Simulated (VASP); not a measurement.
BaTe in VASP 6.6.1, single-point calculation

INCAR

```
ISMEAR = -1
ISIF = 2
LCHARG = .FALSE.
ENCUT = 520
NELM = 53
LASPH = .TRUE.
SIGMA = 0.02
LWAVE = .FALSE.
IBRION = -1
IVDW = 21
METAGGA = MS2
LREAL = .FALSE.
PREC = Accurate
EDIFF = 1E-7
NBANDS = 15
NSW = 0
```

KPOINTS

```
KPOINTS created by Atomic Simulation Environment
0
Gamma
6 6 6
0 0 0
```

POSCAR

```
Ba Te
 1.0000000000000000
     0.0000000000000000    3.6825132749999998    3.4927136154000000
     3.6825132749999998    0.0000000000000000    3.4927136154000000
     3.6825132749999998    3.6825132749999998    0.0000000000000000
 Ba  Te
   1   1
Cartesian
  0.0000000000000000  0.0000000000000000  0.0000000000000000
  3.6825132749999998  3.6825132749999998  3.4927136153999991
```

The recommended PBE PAW datasets give the neutral cell 16 valence electrons.

Command

```
mpirun -np 1 vasp_std
```

Standard output (part)

```
POSCAR found type information on POSCAR BaTe
 POSCAR found :  2 types and       2 ions
|     EEEEEEE  RRRRRR   RRRRRR   OOOOOOO  RRRRRR      ###     ###     ###     |
|     E        R     R  R     R  O     O  R     R     ###     ###     ###     |
|     E        R     R  R     R  O     O  R     R     ###     ###     ###     |
|     EEEEE    RRRRRR   RRRRRR   O     O  RRRRRR       #       #       #      |
|     E        R    R   R    R   O     O  R    R      ###     ###     ###     |
|     EEEEEEE  R     R  R     R  OOOOOOO  R     R     ###     ###     ###     |
|     vdw_forces_TS: ERROR unsupported xc-functional:                         |
|      please   define parameter VDW_SR for this functional                   |
|       ---->  I REFUSE TO CONTINUE WITH THIS SICK JOB ... BYE!!! <----       |
```

VASP stopped before the first electronic step.

The run took about 0.9 s on one core of a shared host (Intel Xeon Platinum 8488C).
